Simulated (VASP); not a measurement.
# V (P6_3/mmc) in VASP: notebook

One crystal, V, is run at these levels: PBE; tasks: single point, relaxation of cell and atoms.

All numbers are computed with VASP 6.6.1; they aren't measurements. Logs are shortened: lines on timing, memory, paths and dates and some standing lists are left out, and cuts for length are marked.

## Step 1: The crystal as given

It takes space group P6_3/mmc (No. 194, hexagonal). The conventional cell has a = 2.637 Å, b = 2.637 Å, c = 9.202 Å, α = 90.00°, β = 90.00°, γ = 120.00°. Around V (site symmetry -3m) lie 12 V at 2.64 to 2.76 Å. V (site symmetry -6m2) has 12 V at 2.64 to 2.76 Å as nearest neighbours.

The cell was built by a generator and needn't be a form met in nature.

## Step 2: Single point, PBE

INCAR reads:

```
  PREC = Accurate
  ENCUT = 520
  EDIFF = 1E-6
  ISMEAR = 0
  SIGMA = 0.1
  LREAL = F
  LASPH = T
  NELM = 100
  ALGO = Fast
  ISIF = 2
  LWAVE = F
  LCHARG = F
  GGA = PE
  NBANDS = 34
```

KPOINTS reads:

```
Automatic mesh
0
Gamma
  21 21 6
```

POSCAR reads:

```
V
1.0
    2.6369172064      0.0000000000      0.0000000000
   -1.3184586032      2.2836372885      0.0000000000
    0.0000000000      0.0000000000      9.2022707303
V
4
Direct
    0.0000000000      0.0000000000      0.0000000000
    0.0000000000      0.0000000000      0.5000000000
    0.3333333333      0.6666666667      0.7500000000
    0.6666666667      0.3333333333      0.2500000000
```

Potentials or basis: VASP PAW PBE potentials, release 64 (V_sv).

Run with:

```sh
cat potpaw_PBE.64/V_sv/POTCAR > POTCAR
mpirun -np 1 vasp_std > vasp.out
```

OUTCAR:

```text
PREC = Accurate
   ENCUT = 520
   EDIFF = 1E-6
   ISMEAR = 0
   LREAL = F
   LASPH = T
   NELM = 100
   ISIF = 2
   GGA = PE

 ion  position               nearest neighbor table
   1  0.000  0.000  0.000-   3 2.76   4 2.76   4 2.76   3 2.76   4 2.76   3 2.76
   2  0.000  0.000  0.500-   3 2.76   4 2.76   4 2.76   3 2.76   4 2.76   3 2.76
   3  0.333  0.667  0.750-   1 2.76   2 2.76   1 2.76   2 2.76   1 2.76   2 2.76
   4  0.667  0.333  0.250-   1 2.76   2 2.76   1 2.76   2 2.76   1 2.76   2 2.76

  LATTYP: Found a hexagonal cell.
 ALAT       =     2.6369172064
 C/A-ratio  =     3.4897837171

  Lattice vectors:

 A1 = (   2.6369172064,   0.0000000000,   0.0000000000)
 A2 = (  -1.3184586032,   2.2836372885,   0.0000000000)
 A3 = (   0.0000000000,   0.0000000000,   9.2022707303)

Analysis of symmetry for initial positions (statically):
=====================================================================
 Subroutine PRICEL returns:
 Original cell was already a primitive cell.

 Routine SETGRP: Setting up the symmetry group for a
 hexagonal supercell.

 Subroutine GETGRP returns: Found 24 space group operations
 (whereof 12 operations were pure point group operations)
 out of a pool of 24 trial point group operations.

The static configuration has the point symmetry D_3d.
 The point group associated with its full space group is D_6h.

Analysis of symmetry for dynamics (positions and initial velocities):
=====================================================================
 Subroutine PRICEL returns:
 Original cell was already a primitive cell.

 Routine SETGRP: Setting up the symmetry group for a
 hexagonal supercell.

 Subroutine GETGRP returns: Found 24 space group operations
 (whereof 12 operations were pure point group operations)
 out of a pool of 24 trial point group operations.

The dynamic configuration has the point symmetry D_3d.
 The point group associated with its full space group is D_6h.

 Subroutine INISYM returns: Found 24 space group operations
 (whereof 12 operations are pure point group operations),
 and found     1 'primitive' translations

----------------------------------------------------------------------------------------

                                     Primitive cell

  volume of cell :      55.4139

  direct lattice vectors                    reciprocal lattice vectors
     2.636917206  0.000000000  0.000000000     0.379230716  0.218948956  0.000000000
    -1.318458603  2.283637289  0.000000000     0.000000000  0.437897912  0.000000000
     0.000000000  0.000000000  9.202270730     0.000000000  0.000000000  0.108668831

  length of vectors
     2.636917206  2.636917206  9.202270730     0.437897912  0.437897912  0.108668831

  position of ions in fractional coordinates (direct lattice)
     0.000000000  0.000000000  0.000000000
     0.000000000  0.000000000  0.500000000
     0.333333333  0.666666667  0.750000000
     0.666666667  0.333333333  0.250000000

  ion indices of the primitive-cell ions
   primitive index   ion index
                 1           1
                 2           2
                 3           3
                 4           4

----------------------------------------------------------------------------------------

 KPOINTS: Automatic mesh

Automatic generation of k-mesh.
 Grid dimensions read from file:
 generate k-points for:   21   21    6

 Generating k-lattice:

  Cartesian coordinates                     Fractional coordinates (reciprocal lattice)
     0.018058606  0.010426141  0.000000000     0.047619048  0.000000000  0.000000000
     0.000000000  0.020852282  0.000000000     0.000000000  0.047619048  0.000000000
     0.000000000  0.000000000  0.018111472     0.000000000  0.000000000  0.166666667

  Length of vectors
     0.020852282  0.020852282  0.018111472

  Shift w.r.t. Gamma in fractional coordinates (k-lattice)
     0.000000000  0.000000000  0.000000000

 Subroutine IBZKPT returns following result:
 ===========================================

 Found    192 irreducible k-points:

 Following reciprocal coordinates:
            Coordinates               Weight
  0.000000  0.000000  0.000000      1.000000
  0.047619 -0.000000  0.000000      6.000000
  0.095238 -0.000000  0.000000      6.000000
  0.142857  0.000000  0.000000      6.000000
  0.190476 -0.000000  0.000000      6.000000
  0.238095  0.000000  0.000000      6.000000
[... 16 lines left out ...]
  0.142857  0.095238  0.000000     12.000000
  0.190476  0.095238  0.000000     12.000000
 [... further k-points ...]
   k-points           NKPTS =    192   k-points in BZ     NKDIM =    192   number of bands    NBANDS=     34
   number of dos      NEDOS =    301   number of ions     NIONS =      4
   total plane-waves  NPLWV =  28000
   dimension x,y,z NGX =    20 NGY =   20 NGZ =   70
   dimension x,y,z NGXF=    40 NGYF=   40 NGZF=  140
   ions per type =               4
   NGX,Y,Z   is equivalent  to a cutoff of  12.61, 12.61, 12.65 a.u.
   NGXF,Y,Z  is equivalent  to a cutoff of  25.22, 25.22, 25.29 a.u.
 SYSTEM =  unknown system
   PREC   = accura    normal or accurate (medium, high low for compatibility)
   ISTART =      0    job   : 0-new  1-cont  2-samecut
   ICHARG =      2    charge: 1-file 2-atom 10-const
   ISPIN  =      1    spin polarized calculation?
   LNONCOLLINEAR =      F non collinear calculations
   LSORBIT =      F    spin-orbit coupling
   LASPH  =      T    aspherical Exc in radial PAW
   ENCUT  =  520.0 eV  38.22 Ry    6.18 a.u.   4.90  4.90 17.11*2*pi/ulx,y,z
   NELM   =    100;   NELMIN=  2; NELMDL= -5     # of ELM steps
   EDIFF  = 0.1E-05   stopping-criterion for ELM
   LREAL  =      F    real-space projection
   EDIFFG = 0.1E-04   stopping-criterion for IOM
   NSW    =      0    number of steps for IOM
   IBRION =     -1    ionic relax: 0-MD 1-quasi-New 2-CG
   NFREE  =      0    steps in history (QN), initial steepest desc. (CG)
   ISIF   =      2    stress and relaxation
   ISYM   =      2    0-nonsym 1-usesym 2-fastsym
   POTIM  = 0.5000    time-step for ionic-motion
   TEBEG  =    0.0;   TEEND  =   0.0 temperature during run
   PSTRESS=    0.0 pullay stress
   NELECT =      52.0000    total number of electrons
   NUPDOWN=      -1.0000    fix difference up-down
   EMIN   =  10.00;   EMAX   =-10.00  energy-range for DOS
   EFERMI =   0.00;   METHOD = LEGACY
   ISMEAR =     0;   SIGMA  =   0.10  broadening in eV -4-tet -1-fermi 0-gaus
   EFERMI_NEDOS =   21; number of points for ismear=-14 and -15
   IALGO  =     68    algorithm
   IMIX   =      4    mixing-type and parameters
     AMIX     =   0.40;   BMIX     =  1.00
     AMIX_MAG =   1.60;   BMIX_MAG =  1.00
  volume/ion in A,a.u.               =      13.85        93.49
  Fermi-wavevector in a.u.,A,eV,Ry     =   1.602765  3.028786 34.951385  2.568854
  Thomas-Fermi vector in A             =   2.699534
   LORBIT       =      0    0 simple, 1 ext, 2 COOP (PROOUT), +10 PAW based schemes
   GGA     = PE    functional components
   LHFCALC =     F    Hartree Fock is set to
   AEXX    =    0.0000 exact exchange contribution
   IVDW    =     0    specifies the selected vdW correction
   LEPSILON=     F    determine dielectric tensor
   LRPA    =     F    only Hartree local field effects (RPA)
 non-spin polarized calculation
 RMM-DIIS sequential band-by-band and
 Gauss-broadening in eV      SIGMA  =   0.10
  energy-cutoff  :      520.00
  volume of cell :       55.41
 maximum number of plane-waves:      1524
 NGX is ok and might be reduce to    20
   NGX =  9   NGY =  9   NGZ = 35

 number of electron      52.0000024 magnetization

 Free energy of the ion-electron system (eV)
  ---------------------------------------------------
  ext. energy  EPLUGINS =         0.00000000
  ---------------------------------------------------
  free energy    TOTEN  =       -35.04070067 eV

  energy without entropy =      -35.00862580  energy(sigma->0) =      -35.02466323

 E-fermi :   9.6940     XC(G=0): -12.7470

 val. band max:        9.6935877806   @ k =   0.0952   0.0476   0.0000
 cond. band min:       9.6962002732   @ k =   0.2381   0.0476   0.1667
 fundamental gap:      0.0026124926
 Fermi energy:         9.6940456925

 k-point     1 :       0.0000    0.0000    0.0000
  band No.  band energies     occupation
      1     -54.3704      2.00000
      2     -54.3313      2.00000
      3     -54.2692      2.00000
      4     -54.2295      2.00000
      5     -28.4807      2.00000
      6     -28.1463      2.00000
[... 26 lines left out ...]
     33      11.4606      0.00000
     34      11.5005      0.00000

 k-point     2 :       0.0476   -0.0000    0.0000
  band No.  band energies     occupation
      1     -54.3667      2.00000
      2     -54.3283      2.00000
      3     -54.2661      2.00000
      4     -54.2269      2.00000
      5     -28.4745      2.00000
      6     -28.1453      2.00000
[... 26 lines left out ...]
     33      11.3940      0.00000
     34      11.4340      0.00000

 k-point     3 :       0.0952   -0.0000    0.0000
  band No.  band energies     occupation
      1     -54.3561      2.00000
      2     -54.3193      2.00000
      3     -54.2571      2.00000
      4     -54.2196      2.00000
      5     -28.4565      2.00000
      6     -28.1434      2.00000
[... 26 lines left out ...]
     33      11.2134      0.00000
     34      11.2899      0.00000
[... 704 lines left out ...]
 k-point    23 :       0.1429    0.0952    0.0000
  band No.  band energies     occupation
      1     -54.3089      2.00000
      2     -54.2798      2.00000
      3     -54.2176      2.00000
      4     -54.1881      2.00000
      5     -28.3739      2.00000
      6     -28.1658      2.00000
[... 26 lines left out ...]
     33      11.1706      0.00000
     34      11.1967      0.00000

 k-point    24 :       0.1905    0.0952    0.0000
  band No.  band energies     occupation
      1     -54.2852      2.00000
      2     -54.2603      2.00000
      3     -54.1981      2.00000
      4     -54.1728      2.00000
      5     -28.3311      2.00000
      6     -28.2220      2.00000
[... 26 lines left out ...]
     33      11.5531      0.00000
     34      11.6439      0.00000

 [... further k-points ...]

------------------------ aborting loop because EDIFF is reached ----------------------------------------

  FORCE on cell =-STRESS in cart. coord.  units (eV):
  Direction    XX          YY          ZZ          XY          YZ          ZX
  --------------------------------------------------------------------------------------
  -------------------------------------------------------------------------------------
  Total        0.0583164      0.0583164      0.0666231      0.0000000      0.0000000      0.0000000
  in kB        1.6860975      1.6860975      1.9262681      0.0000000      0.0000000      0.0000000
  external PRESSURE =       1.7661544 kB  Pullay stress =       0.0000000 kB

 VOLUME and BASIS-vectors are now :
 -----------------------------------------------------------------------------
  energy-cutoff  :      520.00
  volume of cell :       55.41
      direct lattice vectors                 reciprocal lattice vectors
     2.636917206  0.000000000  0.000000000     0.379230716  0.218948956  0.000000000
    -1.318458603  2.283637289  0.000000000     0.000000000  0.437897912  0.000000000
     0.000000000  0.000000000  9.202270730     0.000000000  0.000000000  0.108668831

 POSITION                                       TOTAL-FORCE (eV/Angst)
 -----------------------------------------------------------------------------------
      0.00000      0.00000      0.00000         0.000000      0.000000      0.000000
      0.00000      0.00000      4.60114         0.000000      0.000000      0.000000
     -0.00000      1.52242      6.90170        -0.000000      0.000000     -0.000000
      1.31846      0.76121      2.30057         0.000000     -0.000000      0.000000
 -----------------------------------------------------------------------------------
    total drift:                                0.000000     -0.000000      0.000000

  FREE ENERGIE OF THE ION-ELECTRON SYSTEM (eV)
  ---------------------------------------------------
  free  energy   TOTEN  =       -35.0407006659 eV

  energy  without entropy=      -35.0086258011  energy(sigma->0) =      -35.02466323
```

Wall time 3.8 min (1 thread of AMD EPYC 9R45 (Zen 5), shared host); peak memory 0.32 GiB.

Results:

| Quantity | Value |
| --- | --- |
| Free energy | -35.0407 eV |
| Pressure | 0.2 GPa |
| Band gap on the k mesh | none (metal or under the smearing width) |

(Part 1 of 2 ends here.)
